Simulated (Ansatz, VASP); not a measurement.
**Fe in VASP and in Ansatz**

```
Fe
1.0
     2.42602    0.00000    0.00000
    -1.21301    2.10099    0.00000
     0.00000    0.00000    3.82909
Fe
2
Direct
  0.33333 0.66667 0.25000
  0.66667 0.33333 0.75000
```

Change from the starting cell: volume scaled by 0.99, crystal datasets.

Alike in both runs: task electric field gradients; functional PBE; k mesh 17 × 17 × 10; occupations fermi-dirac, width 0.08 eV; no spin polarisation.

|  | VASP | Ansatz |
| --- | --- | --- |
| version | VASP 6.6.1 | Ansatz 0.2.0 |
| potentials or method | VASP PAW PBE potentials, release 64 (Fe), cutoff 520 eV | all-electron PAW with datasets made for the crystal, scalar-relativistic |

|  | VASP | Ansatz | Ansatz less VASP |
| --- | --- | --- | --- |
| pressure (GPa) | 13.6 | 14.3 | +0.72 |
| largest component of the traceless stress (GPa) | 0.86 | 0.99 | +0.127 |
| Vzz of the field gradient on the site that differs most (V/Å²) | -8.0 | -4.4 | +3.61 |

Ansatz ran all-electron here, so the differences hold the error of VASP's frozen core and of both bases. Ansatz warned: «printed_levels_off».

Caveats: the run has no spin polarisation, though such a crystal can be magnetic. Spin polarisation is off, so any magnetic state and its effect on volume and gap are missing.
